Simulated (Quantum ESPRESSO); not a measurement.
The system is I.

```xyz
1
Lattice="0.0000 2.3656 3.9098 2.1922 0.0000 3.9098 2.1922 2.3656 0.0000" Properties=species:S:1:pos:R:3 pbc="T T T"
I     0.0000    0.0000    0.0000
```

Base run:

| Property | Result |
| --- | --- |
| Program | Quantum ESPRESSO 7.5 |
| Functional | PBEsol |
| Potentials or basis | GBRV 1.5 PBEsol |
| Cutoff | 612 eV |
| Density cutoff | 4898 eV |
| k mesh | 9 × 9 × 9 |
| Occupations | fermi-dirac, width 0.05 eV |
| Spin | no spin polarisation |

Its results: band gap on the k mesh none (metal or under the smearing width); pressure -1.4 GPa.

The run is repeated on the same cell with these changes: functional from PBEsol to r2SCAN; potentials or basis from GBRV 1.5 PBEsol to SG15 PBE 1.2; cutoff from 612 eV to 1020 eV; density cutoff from 4898 eV to 4082 eV; valence electrons from 7 to 17. What comes out?

Band gap on the k mesh none (metal or under the smearing width); pressure -0.3 GPa.

Caveats: an odd number of electrons without spin polarisation forces a metal; a magnetic or distorted state may lie lower; the potentials were made for another functional, which shifts forces and pressure (some runs); spin-orbit coupling is left out, which moves the levels of the heavy elements (some runs).
